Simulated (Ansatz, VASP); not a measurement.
**As in VASP and in Ansatz**

```
CELL_PARAMETERS angstrom
3.04633 0.00000 0.00000
-1.52317 2.63820 0.00000
0.00000 0.00000 10.26793
ATOMIC_POSITIONS crystal
As 0.00000 0.00000 0.00000
As 0.00000 0.00000 0.50000
As 0.33333 0.66667 0.25000
As 0.66667 0.33333 0.75000
```

Alike in both runs: task single point; functional PBEsol; k mesh 14 × 14 × 4; occupations fermi-dirac, width 0.1 eV; no spin polarisation.

|  | VASP | Ansatz |
| --- | --- | --- |
| version | VASP 6.6.1 | Ansatz 0.2.0 |
| potentials or method | VASP PAW PBE potentials, release 64 (As) | plane waves (420 eV) with PAW, scalar-relativistic |
| plane-wave cutoff (eV) | 520 | 420 |
| valence electrons in the cell | 20 | 60 |

Ansatz gave:

| Property | Result |
| --- | --- |
| pressure (GPa) | -8.2 |
| largest component of the traceless stress (GPa) | 0.75 |

**Question.** Estimate VASP's values.

**Answer.** Pressure (GPa): -8.2; largest component of the traceless stress (GPa): 0.74.

The two sets of potentials don't hold the same shells in valence. Ansatz warned: «pseudo_functional_mismatch».

Caveats: the PAW data sets were made with another functional, which shifts forces and pressure a little (VASP).
